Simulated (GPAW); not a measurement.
The system is Sb.

```
Sb
1.0
    -1.57654    1.57654    2.71194
     1.57654   -1.57654    2.71194
     1.57654    1.57654   -2.71194
Sb
1
Direct
  0.00000 0.00000 0.00000
```

This isn't the form of Sb at room conditions, which is rhombohedral.

```yaml
Program: GPAW 26.7.0
Task: relaxation of cell and atoms
Functional: PBEsol
Dispersion: D3(BJ)
Potentials_or_basis: PAW data sets generated in the run's folder for this functional
Cutoff: 600 eV
Basis: pw
k_mesh: 9 × 9 × 9
Occupations: fermi-dirac, width 0.05 eV
Spin: no spin polarisation
```

At the start: pressure -4.6 GPa; volume 26.96 Å³/atom.

**Question.** How do energy, volume and symmetry change on relaxing?

**Answer.** Over 13 steps the energy falls by 121.1 meV/atom and the volume is 24.64 Å³/atom (-8.6 %); space group Im-3m (No. 229, to 0.05 Å).

Step by step:
| step | energy change (eV) | largest force (eV/Å) | pressure (GPa) | volume (Å³) |
| --- | --- | --- | --- | --- |
| 1 | 0.0000 | 0.0000 | -4.63 | 26.96 |
| 2 | -0.0204 | 0.0000 | -2.63 | 26.08 |
| 3 | -0.0284 | 0.0000 | 0.28 | 25.04 |
| 4 | -0.0285 | 0.0000 | -0.03 | 25.13 |
| 5 | -0.0285 | 0.0000 | -0.09 | 25.14 |
| 6 | -0.0286 | 0.0000 | -0.31 | 25.12 |
| 7 | 0.0023 | 0.0000 | 2.13 | 24.30 |
| 8 | -0.1044 | 0.0000 | 3.07 | 23.83 |
| 9 | -0.0958 | 0.0000 | 1.72 | 24.21 |
| 10 | -0.1185 | 0.0000 | 1.70 | 24.17 |
| 11 | -0.1198 | 0.0000 | 1.15 | 24.32 |
| 12 | -0.1211 | 0.0000 | 0.10 | 24.62 |
| 13 | -0.1211 | 0.0000 | 0.00 | 24.64 |

Final structure:
```
CELL_PARAMETERS angstrom
-1.83318 1.83318 1.83327
1.83318 -1.83318 1.83327
1.83318 1.83318 -1.83327
ATOMIC_POSITIONS crystal
Sb 0.00000 0.00000 0.00000
```

Caveat: later steps reuse the first step's grids; pairwise dispersion overbinds metals, which lowers pressure and volume.
